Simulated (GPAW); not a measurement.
Crystal: LiF (Griceite).

```
F Li
1.0
     0.00000    2.01400    2.01400
     2.01400    0.00000    2.01400
     2.01400    2.01400    0.00000
F Li
1 1
Direct
  0.50000 0.50000 0.50000
  0.00000 0.00000 0.00000
```

Base run:

- Program: GPAW 26.7.0
- Functional: PBEsol
- Potentials or basis: PAW data sets generated in the run's folder for this functional
- Cutoff: 800 eV
- Basis: pw
- k mesh: 11 × 11 × 11
- Occupations: fermi-dirac, width 0.05 eV
- Spin: no spin polarisation

Its results: band gap on the k mesh 8.88 eV, direct; pressure -2.5 GPa.

Task: After a change of settings the same cell gave: band gap on the k mesh 8.91 eV, direct; pressure -2.1 GPa. Which change was it?
A. functional from PBEsol to PBE
B. functional from PBEsol to WC
C. functional from PBEsol to LDA
D. functional from PBEsol to PBEint

Result: B.

Caveats: an odd mesh through Γ misses points on the zone boundary, where band edges often lie (some runs).

Not every run made on this cell is shown here.
